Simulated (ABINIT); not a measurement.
HfB2, 3 atoms in the cell. The structure is hexagonal, space group P6/mmm (No. 191). Conventional cell: a = 3.140 Å, b = 3.140 Å, c = 3.480 Å, α = 90.00°, β = 90.00°, γ = 120.00°. Hf (site symmetry 6/mmm) is surrounded by 12 B at 2.51 Å. B (site symmetry -6m2) has 3 B at 1.81 Å as nearest neighbours. 

- Program: ABINIT 10.8.3 (patched build)
- Task: single point
- Functional: LDA
- Potentials or basis: PseudoDojo NC SR LDA v0.4.1 standard
- Cutoff: 762 eV
- k mesh: 8 × 8 × 6
- Occupations: fermi-dirac, width 0.05 eV
- Spin: no spin polarisation

Potentials or basis: PseudoDojo NC SR LDA v0.4.1 standard.

The run is started by

```sh
$ mpirun --bind-to none -np 4 abinit run.abi > log 2>&1
```

Hardware: 4 MPI ranks on AMD EPYC 9R45 96-Core Processor (Zen 5) (shared host).

**Question.** How long does it take, and how much memory?

**Answer.** It took 4.3 s on 4 MPI ranks on AMD EPYC 9R45 96-Core Processor (Zen 5), with other jobs on the host, peak memory 0.24 GiB a rank. Counts: scf iterations 8, mpi ranks 4, k points 40, bands 13, plane waves 1436.
